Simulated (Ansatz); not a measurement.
## Zone-centre modes in GaN

Computed with DFT PBE, scalar-relativistic, plane waves, PAW (Ansatz). Settings: plane waves to 420 eV, k-mesh 12×12×10 (Γ-centred), Gaussian smearing 0.05 eV. No spin polarisation.

The starting cell (relaxed at this level; this zinc-blende form isn't the usual structure):

```
Ga N
1.0
     0.00000   -2.27424   -2.27424
    -2.27424    0.00000   -2.27424
     2.27424    2.27424   -4.54848
Ga N
2 2
Direct
  0.00000 0.00000 0.00000
  0.50000 0.50000 0.50000
  0.37500 0.37500 0.87500
  0.87500 0.87500 0.37500
```

Harmonic modes by finite displacements of 0.02 Å, without the LO–TO term. The cell doubles the primitive one, so its zone centre also holds the primitive cell's point q = (0, 0, 1/2).

(1) At this geometry, is the structure stable against these modes?

(2) List the wavenumbers in cm⁻¹.

Answers

(1) Yes: no mode is imaginary beyond 10 cm⁻¹, and only the three translations lie near zero.

(2) 0, 0, 0, 134, 134, 325, 516, 516, 516, 538, 538, 657.

Cost: 1 run of about 6.2 core-minutes, on Arm Neoverse V2 (shared hosts).